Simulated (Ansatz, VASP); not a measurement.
Given: the input of a run of Ansatz 0.2.0 on Pt. 

File input.yaml:

```yaml
crystal:
  lattice:
    - [0.0, 1.9609, 1.9609]
    - [1.9609, 0.0, 1.9609]
    - [1.9609, 1.9609, 0.0]
  atoms:
    - { symbol: Pt, position: [0.0, 0.0, 0.0] }
kpoints:
  mp_grid: { grid: [12, 12, 12] }
scf:
  occupations: { method: gaussian, width: 0.02 }
hamiltonian:
  xc: rpbe
  pseudopotentials: { kind: all_electron, lapw: { basis_error: 0.001 } }
output:
  forces: true
  stress: true
  eigenvalues: true
```

Potentials or basis: all-electron LAPW, scalar-relativistic.

The run is started by

```sh
$ ansatz run input.yaml --threads 1 --pin off --max-ram 3072MiB --backend cpu --events-out ev --progress --plain --runs-dir out
```

Question: Translate it to VASP 6.6.1. Potentials or basis there: PBE PAW files Pt, release 54, 520 eV.

Answer: As run (cutoffs and basis follow the program's own potentials, and thresholds, step limits or extra output files can differ):

INCAR

```
SYSTEM = Pt
PREC = Accurate
ENCUT = 520
EDIFF = 1E-6
ISMEAR = 0
SIGMA = 0.02
LREAL = .FALSE.
LASPH = .TRUE.
NELM = 100
ALGO = Normal
ISIF = 2
LWAVE = .FALSE.
LCHARG = .TRUE.
GGA = RP
LELF = .TRUE.
LVHAR = .TRUE.
```

File KPOINTS:

```
regular mesh
0
G
  12 12 12
  0 0 0
```

POSCAR

```
Pt
1.0
    0.0000000000      1.9609000000      1.9609000000
    1.9609000000      0.0000000000      1.9609000000
    1.9609000000      1.9609000000      0.0000000000
Pt
1
Direct
    0.0000000000      0.0000000000      0.0000000000
```

Potentials or basis: VASP PAW PBE potentials, release 54 (Pt).

Launch:

```console
$ cat potpaw_PBE.54/Pt/POTCAR > POTCAR
$ mpirun -np 1 vasp_std > vasp.out
```

Both were run:

|  | Ansatz | VASP |
| --- | --- | --- |
| Pressure | 14.4 GPa | 13.9 GPa |

VASP's potentials were made for PBE.

Where Ansatz's input types no cutoff or centring, it takes its own default and a Γ-centred mesh.

The cell lies far from this level's equilibrium.

Pressure is positive in compression.
